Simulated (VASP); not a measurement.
Runs of VASP 6.6.1 on AlN. Symmetry: P6_3/mmc, No. 194, hexagonal system. The conventional cell has a = 3.312 Å, b = 3.312 Å, c = 4.188 Å, α = 90.00°, β = 90.00°, γ = 120.00°. Al (site symmetry -6m2) is surrounded by 5 N at 1.91 to 2.09 Å. N (site symmetry -6m2) has 5 Al at 1.91 to 2.09 Å as nearest neighbours. Measurements of this composition are mostly on another form, of space group No. 186.

| task | level | potentials or basis | cell | cutoff (eV) | gap on the mesh (eV) | pressure (GPa) | relaxed volume (Å³/atom) |
| --- | --- | --- | --- | --- | --- | --- | --- |
| relaxation of cell and atoms | PBEsol | VASP PAW PBE potentials, release 64 (Al, N) | relaxed | 600 | (b) | 0.0 | 9.76 |
| relaxation of cell and atoms | LDA | VASP PAW LDA potentials, release 64 (Al, N) | relaxed | 600 | 3.61 | 0.0 | 9.55 |
| relaxation of cell and atoms | RPBE | VASP PAW PBE potentials, release 64 (Al, N) | relaxed | 600 | (a) | 0.0 | 10.11 |
| relaxation of cell and atoms | PBEsol | VASP PAW PBE potentials, release 64 (Al, N) | relaxed | 580 | 3.34 | 0.0 | 9.76 |
| single point | PBEsol | VASP PAW PBE potentials, release 64 (Al, N) | as given | 520 | 3.19 | -3.5 | - |

Alike in all rows: no spin polarisation; k mesh 9 × 9 × 6; smearing gaussian 0.02 eV.

Estimate the missing entries.

(a) 3.18; (b) 3.35.

Caveats: the PAW data sets were made with another functional, which shifts forces and pressure a little (some runs); an odd mesh through Γ misses points on the zone boundary, where band edges often lie (some runs).

Runs at the PBE level aren't shown here.
